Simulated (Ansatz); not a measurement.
Write the native input for Ansatz 0.2.0 that does the following.

```
Task                : single point
Functional          : PBE
Potentials or basis : Ansatz PAW
Cutoff              : 420 eV (not typed: the program's choice for these potentials)
k mesh              : 11 × 12 × 13
Occupations         : fermi-dirac, width 0.05 eV
Spin                : no spin polarisation
```

V:

```
V
1.0
    -1.37772    1.64119    1.64793
     1.50498   -1.49126    1.62526
     1.27255    1.38609   -1.49800
V
1
Direct
  0.00000 0.00000 0.00000
```

The cell isn't the ideal one: cell sheared at random, sigma 0.1, atoms nudged by 0.01 Å.

These files were run (other wordings do the same):

input.yaml

```yaml
crystal:
  lattice:
    - [-1.37771515, 1.64119061, 1.64793453]
    - [1.50497572, -1.49125904, 1.62526353]
    - [1.27254586, 1.38608975, -1.49800296]
  atoms:
    - { symbol: V, position: [0.0, 0.0, 0.0] }
hamiltonian:
  xc: pbe
  pseudopotentials: { kind: paw }
kpoints:
  mp_grid: { grid: [11, 12, 13] }
scf:
  occupations: { method: fermi_dirac, width: 0.05 }
output:
  forces: true
  stress: true
  eigenvalues: true
```

Potentials or basis: Ansatz PAW.

Run with:

```sh
$ ansatz run input.yaml --threads 2 --pin off --max-ram 5632MiB --backend cpu --events-out ev --progress --plain --runs-dir out
```

It gave:

The pressure is -1.3 GPa. The band gap on the k mesh is none (metal or under the smearing width).

Run time: 6.5 s on 2 threads of Arm Neoverse N1, with other jobs on the host, peak memory 0.41 GiB.
